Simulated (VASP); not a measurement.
# C (P6_3/mmc) in VASP: settings compared, part 2 of 2

VASP 6.6.1. Earlier steps stand in the parts before.

## (5) Single point, PBE

The COD entry that gives the cell may itself be a prediction, so a difference from it is no test against experiment.

This run uses another cell than the first one, of 5.67 Å³/atom, 0.974 times its volume.

File INCAR:

```
SYSTEM = C
ALGO = Normal
EDIFF = 1E-6
ENCUT = 520
GGA = PE
ISIF = 2
ISMEAR = -1
LASPH = .True.
LCHARG = .False.
LREAL = .False.
LWAVE = .False.
NBANDS = 26
NELM = 80
PREC = Accurate
SIGMA = 0.05
```

File KPOINTS:

```
k-points
0
Gamma
  12 12 4
  0 0 0
```

File POSCAR:

```
C
1.0
    2.5221000000      0.0000000000      0.0000000000
   -1.2610500000      2.1842026709      0.0000000000
    0.0000000000      0.0000000000      8.2371000000
C
8
Direct
    0.6666666667      0.3333333333      0.8437500000
    0.3333333333      0.6666666667      0.3437500000
    0.6666666667      0.3333333333      0.6562500000
    0.3333333333      0.6666666667      0.1562500000
    0.0000000000      0.0000000000      0.9062500000
    0.0000000000      0.0000000000      0.4062500000
    0.0000000000      0.0000000000      0.5937500000
    0.0000000000      0.0000000000      0.0937500000
```

Potentials or basis: VASP PAW PBE potentials, release 64 (C).

On the command line:

```
cat potpaw_PBE.64/C/POTCAR > POTCAR
mpirun -np 1 vasp_std > vasp.out
```

OUTCAR:

```text
SYSTEM = C
   EDIFF = 1E-6
   ENCUT = 520
   GGA = PE
   ISIF = 2
   ISMEAR = -1
   LASPH = .True.
   LREAL = .False.
   NELM = 80
   PREC = Accurate

 ion  position               nearest neighbor table
   1  0.667  0.333  0.844-   3 1.54   5 1.54   5 1.54   5 1.54
   2  0.333  0.667  0.344-   4 1.54   6 1.54   6 1.54   6 1.54
   3  0.667  0.333  0.656-   1 1.54   7 1.54   7 1.54   7 1.54
   4  0.333  0.667  0.156-   2 1.54   8 1.54   8 1.54   8 1.54
   5  0.000  0.000  0.906-   8 1.54   1 1.54   1 1.54   1 1.54
   6  0.000  0.000  0.406-   7 1.54   2 1.54   2 1.54   2 1.54
   7  0.000  0.000  0.594-   6 1.54   3 1.54   3 1.54   3 1.54
   8  0.000  0.000  0.094-   5 1.54   4 1.54   4 1.54   4 1.54

  LATTYP: Found a hexagonal cell.
 ALAT       =     2.5221000000
 C/A-ratio  =     3.2659688355

  Lattice vectors:

 A1 = (   2.5221000000,   0.0000000000,   0.0000000000)
 A2 = (  -1.2610500000,   2.1842026709,   0.0000000000)
 A3 = (   0.0000000000,   0.0000000000,   8.2371000000)

Analysis of symmetry for initial positions (statically):
=====================================================================
 Subroutine PRICEL returns:
 Original cell was already a primitive cell.

 Routine SETGRP: Setting up the symmetry group for a
 hexagonal supercell.

 Subroutine GETGRP returns: Found 24 space group operations
 (whereof 12 operations were pure point group operations)
 out of a pool of 24 trial point group operations.

The static configuration has the point symmetry D_3d.
 The point group associated with its full space group is D_6h.

Analysis of symmetry for dynamics (positions and initial velocities):
=====================================================================
 Subroutine PRICEL returns:
 Original cell was already a primitive cell.

 Routine SETGRP: Setting up the symmetry group for a
 hexagonal supercell.

 Subroutine GETGRP returns: Found 24 space group operations
 (whereof 12 operations were pure point group operations)
 out of a pool of 24 trial point group operations.

The dynamic configuration has the point symmetry D_3d.
 The point group associated with its full space group is D_6h.

 Subroutine INISYM returns: Found 24 space group operations
 (whereof 12 operations are pure point group operations),
 and found     1 'primitive' translations

----------------------------------------------------------------------------------------

                                     Primitive cell

  volume of cell :      45.3764

  direct lattice vectors                    reciprocal lattice vectors
     2.522100000  0.000000000  0.000000000     0.396494984  0.228916486  0.000000000
    -1.261050000  2.184202671  0.000000000     0.000000000  0.457832972  0.000000000
     0.000000000  0.000000000  8.237100000     0.000000000  0.000000000  0.121401950

  length of vectors
     2.522100000  2.522100000  8.237100000     0.457832972  0.457832972  0.121401950

  position of ions in fractional coordinates (direct lattice)
     0.666666667  0.333333333  0.843750000
     0.333333333  0.666666667  0.343750000
     0.666666667  0.333333333  0.656250000
     0.333333333  0.666666667  0.156250000
     0.000000000  0.000000000  0.906250000
[... 47 lines left out ...]
  0.333333  0.000000  0.000000      6.000000
  0.416667  0.000000  0.000000      6.000000
[... 16 lines left out ...]
  0.250000  0.000000  0.250000     12.000000
  0.333333  0.000000  0.250000     12.000000
 [... further k-points ...]
   k-points           NKPTS =     57   k-points in BZ     NKDIM =     57   number of bands    NBANDS=     26
   number of dos      NEDOS =    301   number of ions     NIONS =      8
   total plane-waves  NPLWV =  25600
   dimension x,y,z NGX =    20 NGY =   20 NGZ =   64
   dimension x,y,z NGXF=    40 NGYF=   40 NGZF=  128
   ions per type =               8
   NGX,Y,Z   is equivalent  to a cutoff of  13.18, 13.18, 12.92 a.u.
   NGXF,Y,Z  is equivalent  to a cutoff of  26.37, 26.37, 25.83 a.u.
 SYSTEM =  C
   PREC   = accura    normal or accurate (medium, high low for compatibility)
   ISTART =      0    job   : 0-new  1-cont  2-samecut
   ICHARG =      2    charge: 1-file 2-atom 10-const
   ISPIN  =      1    spin polarized calculation?
   LNONCOLLINEAR =      F non collinear calculations
   LSORBIT =      F    spin-orbit coupling
   LASPH  =      T    aspherical Exc in radial PAW
   ENCUT  =  520.0 eV  38.22 Ry    6.18 a.u.   4.69  4.69 15.32*2*pi/ulx,y,z
   NELM   =     80;   NELMIN=  2; NELMDL= -5     # of ELM steps
   EDIFF  = 0.1E-05   stopping-criterion for ELM
   LREAL  =      F    real-space projection
   EDIFFG = 0.1E-04   stopping-criterion for IOM
   NSW    =      0    number of steps for IOM
   IBRION =     -1    ionic relax: 0-MD 1-quasi-New 2-CG
   NFREE  =      0    steps in history (QN), initial steepest desc. (CG)
   ISIF   =      2    stress and relaxation
   ISYM   =      2    0-nonsym 1-usesym 2-fastsym
   POTIM  = 0.5000    time-step for ionic-motion
   TEBEG  =    0.0;   TEEND  =   0.0 temperature during run
   PSTRESS=    0.0 pullay stress
   NELECT =      32.0000    total number of electrons
   NUPDOWN=      -1.0000    fix difference up-down
   EMIN   =  10.00;   EMAX   =-10.00  energy-range for DOS
   EFERMI =   0.00;   METHOD = LEGACY
   ISMEAR =    -1;   SIGMA  =   0.05  broadening in eV -4-tet -1-fermi 0-gaus
   EFERMI_NEDOS =   21; number of points for ismear=-14 and -15
   IALGO  =     38    algorithm
   IMIX   =      4    mixing-type and parameters
     AMIX     =   0.40;   BMIX     =  1.00
     AMIX_MAG =   1.60;   BMIX_MAG =  1.00
  volume/ion in A,a.u.               =       5.67        38.28
  Fermi-wavevector in a.u.,A,eV,Ry     =   1.457186  2.753682 28.890486  2.123391
  Thomas-Fermi vector in A             =   2.574017
   LORBIT       =      0    0 simple, 1 ext, 2 COOP (PROOUT), +10 PAW based schemes
   GGA     = PE    functional components
   LHFCALC =     F    Hartree Fock is set to
   AEXX    =    0.0000 exact exchange contribution
   IVDW    =     0    specifies the selected vdW correction
   LEPSILON=     F    determine dielectric tensor
   LRPA    =     F    only Hartree local field effects (RPA)
 non-spin polarized calculation
  energy-cutoff  :      520.00
  volume of cell :       45.38
 maximum number of plane-waves:      1242
 NGX is ok and might be reduce to    20
   NGX =  9   NGY =  9   NGZ = 31

 number of electron      31.9999995 magnetization

 Free energy of the ion-electron system (eV)
  ---------------------------------------------------
  ext. energy  EPLUGINS =         0.00000000
  ---------------------------------------------------
  free energy    TOTEN  =       -72.64805480 eV

  energy without entropy =      -72.64805480  energy(sigma->0) =      -72.64805480

 E-fermi :  10.9012     XC(G=0): -13.2480

 val. band max:        9.8674302978   @ k =   0.0000   0.0000   0.0000
 cond. band min:      14.2800054740   @ k =   0.4167   0.0000   0.0000
 fundamental gap:      4.4125751762
 Fermi energy:        10.9012353965

 k-point     1 :       0.0000    0.0000    0.0000
  band No.  band energies     occupation
      1     -11.7606      2.00000
      2     -10.0661      2.00000
      3     -10.0159      2.00000
      4      -5.9494      2.00000
      5      -3.6617      2.00000
      6       3.1290      2.00000
[... 685 lines left out ...]
     25      20.3144      0.00000
     26      22.2212      0.00000

 [... further k-points ...]

------------------------ aborting loop because EDIFF is reached ----------------------------------------

  FORCE on cell =-STRESS in cart. coord.  units (eV):
  Direction    XX          YY          ZZ          XY          YZ          ZX
  --------------------------------------------------------------------------------------
  -------------------------------------------------------------------------------------
  Total       -0.3310436     -0.3310436      3.1532832      0.0000000     -0.0000000      0.0000000
  in kB      -11.6886996    -11.6886996    111.3381458      0.0000000     -0.0000000      0.0000000
  external PRESSURE =      29.3202488 kB  Pullay stress =       0.0000000 kB

 VOLUME and BASIS-vectors are now :
 -----------------------------------------------------------------------------
  energy-cutoff  :      520.00
  volume of cell :       45.38
      direct lattice vectors                 reciprocal lattice vectors
     2.522100000  0.000000000  0.000000000     0.396494984  0.228916486  0.000000000
    -1.261050000  2.184202671  0.000000000     0.000000000  0.457832972  0.000000000
     0.000000000  0.000000000  8.237100000     0.000000000  0.000000000  0.121401950

 POSITION                                       TOTAL-FORCE (eV/Angst)
 -----------------------------------------------------------------------------------
      1.26105      0.72807      6.95005         0.000000     -0.000000      0.319743
     -0.00000      1.45614      2.83150         0.000000      0.000000      0.319743
      1.26105      0.72807      5.40560         0.000000      0.000000     -0.319743
     -0.00000      1.45614      1.28705        -0.000000      0.000000     -0.319743
      0.00000      0.00000      7.46487        -0.000000     -0.000000      0.328757
      0.00000      0.00000      3.34632        -0.000000     -0.000000      0.328757
      0.00000      0.00000      4.89078        -0.000000     -0.000000     -0.328757
      0.00000      0.00000      0.77223        -0.000000     -0.000000     -0.328757
 -----------------------------------------------------------------------------------
    total drift:                               -0.000000      0.000000      0.000000

  FREE ENERGIE OF THE ION-ELECTRON SYSTEM (eV)
  ---------------------------------------------------
  free  energy   TOTEN  =       -72.6480547980 eV

  energy  without entropy=      -72.6480547980  energy(sigma->0) =      -72.64805480
```

Wall time 27 s (1 thread of Intel Xeon Platinum 8559C (Emerald Rapids), shared host); peak memory 0.17 GiB.

What came out:

| Property | Result |
| --- | --- |
| Free energy | -72.6481 eV |
| Pressure | 2.9 GPa |
| Largest force | 0.329 eV/Å |
| Band gap on the k mesh | 4.41 eV, indirect (least direct gap 5.18 eV) |

Forces in eV/Å, atoms in the order of the input:
```
C    0.000  0.000  0.320
C    0.000  0.000  0.320
C    0.000  0.000 -0.320
C    0.000  0.000 -0.320
C    0.000  0.000  0.329
C    0.000  0.000  0.329
C    0.000  0.000 -0.329
C    0.000  0.000 -0.329
```

Levels at points of the mesh, in eV from the valence-band top:
| k point | band 13 | band 14 | band 15 | band 16 | band 17 | band 18 | band 19 | band 20 |
| --- | --- | --- | --- | --- | --- | --- | --- | --- |
| (0.00, 0.00, 0.00) | -1.74 | -0.22 | 0.00 | 0.00 | 5.18 | 5.18 | 5.71 | 7.00 |
| (0.50, 0.00, 0.00) | -5.00 | -4.54 | -3.70 | -2.93 | 4.46 | 5.60 | 5.86 | 6.01 |
| (0.00, 0.00, 0.50) | -0.68 | -0.68 | -0.68 | -0.68 | 5.97 | 5.97 | 5.97 | 5.97 |
| (0.50, 0.00, 0.50) | -4.72 | -4.72 | -3.66 | -3.66 | 4.82 | 4.82 | 7.11 | 7.11 |

A k mesh can miss the band edges. As with any semilocal functional, this PBE gap is likely too small.

## (6) The runs side by side

```tsv
task	level	cell	cutoff (eV)	gap on the mesh (eV)	pressure (GPa)	largest force (eV/Å)
single point	BLYP	P6_3/mmc, 5.83 Å³/atom	520	4.82	0.7	-
relaxation of cell and atoms	BLYP	relaxed	600	4.81	0.0	-
single point	PBEsol	P6_3/mmc, 5.67 Å³/atom	520	4.27	-3.3	0.33
single point	PBE	P6_3/mmc, 5.67 Å³/atom	520	4.41	2.9	0.33
```

Alike in all rows: potentials or basis VASP PAW PBE potentials, release 64 (C); no spin polarisation; k mesh 12 × 12 × 4; smearing fermi-dirac 0.05 eV.

On the cell as given the gap runs from 4.27 eV (PBEsol) to 4.82 eV (BLYP). The pressure there spans -3.3 GPa (PBEsol) to 2.9 GPa (PBE); a positive pressure means that this level wants a larger cell, a negative one a smaller.

Caveats: the PAW data sets were made with another functional, which shifts forces and pressure a little (some runs).

Total energies depend on the potentials used, so only differences within one code and one set of settings carry meaning.
